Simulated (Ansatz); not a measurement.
# Calculated 181Ta nuclear quadrupole resonance for TaC under strain

Cell: a COD entry, relaxed with PBE at fixed cell and then changed (z compressed by 1 %, ions relaxed).

```
Ta C
1.0
     0.00000    2.24500    2.22255
     2.24500    0.00000    2.22255
     2.24500    2.24500    0.00000
Ta C
1 1
Cartesian
  0.0000 0.0000 0.0000
  2.2450 2.2450 2.2226
```

Sites (sets of like atoms) are named by element and the number of their first atom in this list.

All values are calculated (Ansatz; DFT, PBE, plane waves and PAW, scalar-relativistic, collinear spin, 420 eV cutoff, Γ-centred 18×18×18 k-points, Fermi–Dirac smearing 0.05 eV), not measured. Start moments as typed (μB): 1 on each Ta, none on the rest.

181Ta: I = 7/2, Q = 3170 mb (year-2017 value). Static lattice, zero field.

**Question.** The simulated lines lie at 26.9, 53.9, 80.8 MHz. What are |C_Q|, η and |V_zz| at Ta?

**Answer.** For I = 7/2 and η = 0 the lines are |C_Q|/14 times 1, 2 and 3; η shifts the lowest up most. Here |C_Q| = 377 MHz, η = 0.00 and |V_zz| = 4.92 × 10²¹ V/m². The calculation gives V_zz negative; the lines don't show the sign. The site has 6 C at 2.22–2.25 Å.

An axis of threefold or higher order runs through Ta, so V_zz lies along it and η is zero.

The run finds no gap above 0.1 eV (a metal, or nearly one), so the gradients can move by 10 % or more with the k-mesh. Without spin–orbit coupling the gradients at and beside Ta can be off by some per cent, at some sites by more. With these PAW files V_zz is typically within 2 to 3 % of all-electron values, but misses above 10 % occur on Ta. The start moments die out, and the run ends without spin.

The relaxation (1 step) took 33 s of wall time (33 s of CPU time) and 0.65 GiB at its peak, on 1 thread of Intel Xeon Platinum 8259CL CPU @ 2.50GHz (Skylake/Cascade Lake) (x86_64; 16 cores open to the job, memory cap 3.0 GiB, no GPU), a shared host with a load of 0.4 a core.
